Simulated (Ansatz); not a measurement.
**TiAl: energy along a strain**

TiAl, P-6m2, a = 2.867 Å, c = 4.678 Å (as given, not relaxed at this level: -2.8 GPa). The structure is a Materials Project entry; whether it is the stable form wasn't checked. Ansatz: PBEsol, PAW, 420 eV, Γ-centred 18×18×10 mesh on 2 atoms, Gaussian smearing 0.15 eV; no spin polarisation. Cell vectors (Å): 2.867 0.000 0.000; -1.434 2.483 0.000; 0.000 0.000 4.678. The cell is strained by x per cent times the pattern (0 1 0 0 0 0) in the order xx yy zz yz xz xy (engineering shears), with fractional coordinates held. y is the free energy over the start, V0 = 16.653 Å³/atom.

| x (%) | y (meV/atom) |
| --- | --- |
| -2.00 | ? |
| -1.50 | -1.84 |
| -1.00 | -1.64 |
| -0.50 | -1.03 |
| 0.00 | 0.00 |
| 0.50 | 1.43 |
| 1.00 | 3.27 |
| 1.50 | 5.48 |
| 1.75 | 6.74 |
| 2.00 | 8.08 |

Q: Fit y = c1 x + c2 x² + c3 x³ to the other rows, get the stiffness along the pattern, and predict the missing energy.

A: Least squares on the rows shown. y = 2.466 x + 0.8101 x² − 0.01122 x³. The clamped-ion stiffness p·C·p = 2 × 8.101 eV × 160.2 / 16.653 Å³ = 156 GPa, which is C22 in these axes (second derivative at the start, which stands under stress). At x = -2.00 the fit asked for gives -1.60 meV/atom. The run gave -1.62 meV/atom, so the fit is 0.02 meV/atom too high, a small miss on the scale of the series.